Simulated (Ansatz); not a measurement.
An Ansatz input:

```yaml
crystal:
  lattice:
    - [0.0, 2.6546496237, 2.6546496237]
    - [2.6546496237, 0.0, 2.6546496237]
    - [2.6546496237, 2.6546496237, 0.0]
  atoms:
    - { symbol: La, position: [0.0, 0.0, 0.0] }
hamiltonian:
  xc: blyp
  pseudopotentials:
    kind: paw
    azcp:
      La: "pseudopotentials/La.paw.azcp"
basis:
  ecutwfc: 420
  fft_grid_basis: typed
kpoints:
  mp_grid: { grid: [10, 10, 10], shift: [0, 0, 0] }
magnetization:
  spin_polarized: false
scf:
  occupations: { method: fermi_dirac, width: 0.1 }
relax:
  max_steps: 60
  f_tol: 0.01
  cell: {}
```

Output

```
Engine: ansatz 0.2.0, aarch64-unknown-linux-gnu
Pseudopotentials: kind: paw
Pseudopotential: La, paw, valence charge 11, recommended cutoff 420 eV (normal) 
Functional definition: BLYP
  parameter beta = 0.0042
  parameter a = 0.04918
  parameter b = 0.132
  parameter c = 0.2533
  parameter d = 0.349
  exchange = b88_x(beta = beta)
  correlation = lyp_c(a = a, b = b, c = c, d = d)
Crystal: 1 atoms, lattice volume = 37.416 Å³
Basis set: ecut = 420 eV, 725 PW (Γ), exchange–correlation on 54×54×54 points (8 copies of the dense FFT grid, shifted against one another)
Bands: 10, of which v1, the nominal top of the filled ones, is band 6 counted from 1 (5 counted from 0)
Symmetry: 48 space group operations
Space group: Fm-3m (ITA 225), of the structure as read, at distance tolerance 3.3e-5 Å
k-points: 47 of 1000
Non-local potential: La, projectors of the file, l = 0: 3, l = 1: 2, l = 2: 2, l = 3: 3
PAW form: soft (Blöchl's): semilocal exchange-correlation on the pseudo side does not see the compensation charge
PAW frozen core: La, regenerated for the run's functional, and the local potential with it (the file was generated under x = pbe(κ = 0.804, μ = 0.2195149727645171), c = pbe(β = 0.06672455060314922))
PAW one-centre angular grid: La, 590 points (default); XC on 64 Gauss nodes
Initial density: superposition of atomic densities (neutral atoms: chi_scale 0, normalization atom), corrected by the library's trained network
Initial wavefunctions: pseudopotential atomic-orbital guess
Functional: x = b88, c = lyp
SCF iter   1: F=—  HF=-6268.974869 eV  |F-HF|=—  |Δ(HF+E_count)|=         —  Δρ=5.67e-3  dr2=2.14e-2  ethr=1.77e-3  ⟨swp⟩=3.9  Hψ=2121  notcnv=0
SCF iter   2: F=—  HF=-6268.972898 eV  |F-HF|=—  |Δ(HF+E_count)|=   1.97e-3  Δρ=3.51e-3  dr2=8.68e-3  ethr=1.94e-4  ⟨swp⟩=2.0  Hψ=1017  notcnv=0
SCF iter   3: F=—  HF=-6268.972977 eV  |F-HF|=—  |Δ(HF+E_count)|=   7.98e-5  Δρ=6.15e-4  dr2=2.31e-4  ethr=7.89e-5  ⟨swp⟩=2.6  Hψ=741  notcnv=0
SCF iter   4: F=—  HF=-6268.973010 eV  |F-HF|=—  |Δ(HF+E_count)|=   3.27e-5  Δρ=9.76e-5  dr2=2.63e-6  ethr=2.10e-6  ⟨swp⟩=2.5  Hψ=762  notcnv=0
SCF iter   5: F=—  HF=-6268.973006 eV  |F-HF|=—  |Δ(HF+E_count)|=   3.84e-6  Δρ=1.32e-5  dr2=7.81e-8  ethr=2.39e-8  ⟨swp⟩=2.4  Hψ=750  notcnv=0
...
SCF iter   5: F=-6268.988179 eV  HF=-6268.988179 eV  |F-HF|=1.09e-10  |Δ(HF+E_count)|=   1.23e-8  Δρ=7.42e-6  dr2=1.06e-8  ethr=9.09e-10  ⟨swp⟩=4.8  Hψ=1526  notcnv=0
SCF 3 converged in 5 iterations: F = -6268.988179 eV  dr2 = 1.06e-8
relax step   3: F+E_penalty+E_count = -6268.98817921 eV  Δ(F+E_penalty+E_count) = -1.575e-3 eV  max|allowed force component| = 0.000e0 eV/Å  Δτ_max = 0.0000 Å  P = +0.029 GPa  Ω = 40.034 Å³  energy of the carried Pulay correction = -8.680e-5 eV  (5 SCF iters, dr2 threshold 1.00e-7 eV, accepted)
Initial wavefunctions: pseudopotential atomic-orbital guess (no wavefunctions were taken with the density)
iter 1 solved again at ethr=2.48e-8 eV; its pass at ethr=3.10e-3 eV (dr2=2.73e-6 eV) is discarded
SCF iter   1: F=—  HF=-6268.988315 eV  |F-HF|=—  |Δ(HF+E_count)|=         —  Δρ=3.51e-5  dr2=6.62e-8  ethr=2.48e-8  ⟨swp⟩=3.0  Hψ=3884  notcnv=0
SCF iter   2: F=—  HF=-6268.988309 eV  |F-HF|=—  |Δ(HF+E_count)|=   6.27e-6  Δρ=1.78e-5  dr2=1.65e-8  ethr=6.02e-10  ⟨swp⟩=2.6  Hψ=671  notcnv=0
SCF iter   3: F=—  HF=-6268.988309 eV  |F-HF|=—  |Δ(HF+E_count)|=   5.57e-8  Δρ=2.19e-6  dr2=2.26e-9  ethr=1.50e-10  ⟨swp⟩=2.1  Hψ=728  notcnv=0
SCF iter   4: F=—  HF=-6268.988309 eV  |F-HF|=—  |Δ(HF+E_count)|=  6.48e-10  Δρ=2.15e-7  dr2=1.26e-11  ethr=2.06e-11  ⟨swp⟩=2.5  Hψ=760  notcnv=0
SCF iter   5: F=-6268.988309 eV  HF=-6268.988309 eV  |F-HF|=1.82e-12  |Δ(HF+E_count)|=  7.28e-11  Δρ=4.77e-8  dr2=7.34e-13  ethr=1.00e-12  ⟨swp⟩=5.3  Hψ=1801  notcnv=0
SCF 4 converged in 5 iterations: F = -6268.988309 eV  dr2 = 7.34e-13
relax step   4: F+E_penalty+E_count = -6268.98830899 eV  Δ(F+E_penalty+E_count) = -1.298e-4 eV  max|allowed force component| = 0.000e0 eV/Å  Δτ_max = 0.0000 Å  P = +0.036 GPa  Ω = 40.034 Å³  stress off target by 3.59e-2 GPa  SCF on the basis re-selected at this cell (its energy is not comparable with the rows above)  (5 SCF iters)
basis re-selected at this cell: Δ(F+E_penalty+E_count) = -1.298e-4 eV, ΔP = +0.007 GPa vs the last step (what re-selecting the basis moved, of the pressure what is left beyond the Pulay correction that the steps carried, after the strain that the cell walked since its last selection, with what the two solves' SCF thresholds leave and, on support functions, any second-order correction that the steps lacked; it is no measure of the basis error at this ecutwfc). This SCF's stress stands 3.59e-2 GPa from its target on what of the cell is left free (relax.cell.stress_tol is 5.00e-2 GPa) and its largest allowed force component is 0.00e0 eV/Å (relax.f_tol is 1.00e-2 eV/Å): within both
SCF converged after 5 iterations
Free energy (F): -6268.988309 eV
Harris-Foulkes:  -6268.988309 eV  (|F-HF|=1.82e-12)
Internal energy: -6268.920805 eV  (E = F + TS)
E sigma→0 (E₀):  -6268.954557 eV
Entropy (-TS):   -0.067504 eV (-67.504 meV/atom)
Fermi energy:    10.614565 eV
--- Per-component energies (eV) ---
  E_band       = -51.573517
  E_kinetic    = 192.096934
  E_local      = -360.837242  (includes V_loc(G=0)·N_el)
  E_nonlocal   = 94.760190
  E_hartree    = 114.230867
  E_xc         = -135.846624
  E_vxc        = -143.370945  (∫ρ·V_xc dr)
  E_paw        = -5437.877051  (= ΣΔE_a)
  E_vpaw       = -62.684201  (= ΣTr[D̂ρ^β])
  E_aug_tail   = -0.000000  (compensation charges beyond the density's cutoff)
  E_ewald      = -735.535729
  E_core_change = 0.087850  (= ΣΔE_core)
  E_smearing   = -0.067504  (= −TS)
  E_closure    = -0.000000  (closes the sum)
  Σ components = -6268.988309   (vs F -6268.988309, Δ=0.00e0)
--- Forces (eV/Å), atoms counted from 1 ---
  atom   1  La     0.00000000     0.00000000    -0.00000000
  max |Σ_I F_I| component: 3.70e-32 eV/Å
--- Stress (GPa, compression-positive) ---
        0.035946      -0.000000      -0.000000
       -0.000000       0.035946      -0.000000
       -0.000000      -0.000000       0.035946
  P = ⅓ Tr σ = 0.0359 GPa (0.359 kbar)
--- Relaxed structure (3 steps of the walk, 3 accepted, 1 SCFs on fresh bases) ---
  F+E_penalty+E_count = -6268.98830899 eV   max|allowed force component| = 0.000e0 eV/Å   (the final SCF, on the basis selected at the relaxed cell)
  cell:  # Å, volume = 40.0340 Å³
    - [-1.9123568160961263e-33, 2.7151865931236046, 2.7151865931236046]
    - [2.7151865931236046, -2.9680542091616817e-33, 2.7151865931236046]
    - [2.7151865931236046, 2.7151865931236046, -1.2117431615729825e-33]
  atoms:
    - { symbol: La, position: [0.0, 0.0, 0.0] }
```
